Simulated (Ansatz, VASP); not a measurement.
## One calculation of Al, two programs

File INCAR:

```
PREC = Accurate
ENCUT = 520
EDIFF = 1E-6
ISMEAR = 0
SIGMA = 0.15
LREAL = False
LASPH = True
NELM = 80
ALGO = Fast
ISIF = 2
LWAVE = False
LCHARG = True
GGA = PE
LELF = True
LVHAR = True
NBANDS = 8
```

KPOINTS

```
regular mesh
0
Gamma
  22 22 22
```

The input POSCAR:

```
Al
1.0
    0.0000000000      2.0239800000      2.0239800000
    2.0239800000      0.0000000000      2.0239800000
    2.0239800000      2.0239800000      0.0000000000
Al
1
Direct
    0.0000000000      0.0000000000      0.0000000000
```

Input for Ansatz:

```yaml
crystal:
  lattice:
    - [0.0, 2.02398, 2.02398]
    - [2.02398, 0.0, 2.02398]
    - [2.02398, 2.02398, 0.0]
  atoms:
    - { symbol: Al, position: [0.0, 0.0, 0.0] }
basis:
  ecutwfc: 420
kpoints:
  mp_grid: { grid: [22, 22, 22] }
hamiltonian:
  xc: pbe
scf:
  occupations: { method: gaussian, width: 0.15 }
output:
  forces: true
  stress: true
  eigenvalues: true
  write_density: true
  write_potential: true
  elf: true
  volumetric_format: npy
```

Alike in both runs: task single point; functional PBE; k mesh 22 × 22 × 22; occupations gaussian, width 0.15 eV; no spin polarisation.

```csv
,VASP,Ansatz
version,VASP 6.6.1,Ansatz 0.2.0
potentials or method,"VASP PAW PBE potentials, release 64 (Al)","scalar-relativistic, plane waves, PAW"
plane-wave cutoff (eV),520,420
valence electrons in the cell,3,3
```

|  | VASP | Ansatz | Ansatz less VASP |
| --- | --- | --- | --- |
| gap on the k mesh at the Fermi level (eV) | none | none | - |
| pressure (GPa) | -0.4 | -0.4 | +0.04 |

A gap of «none» marks a metal or a gap that the smearing closes. The functional is the same, so the differences come from potentials, cutoffs and numerics.
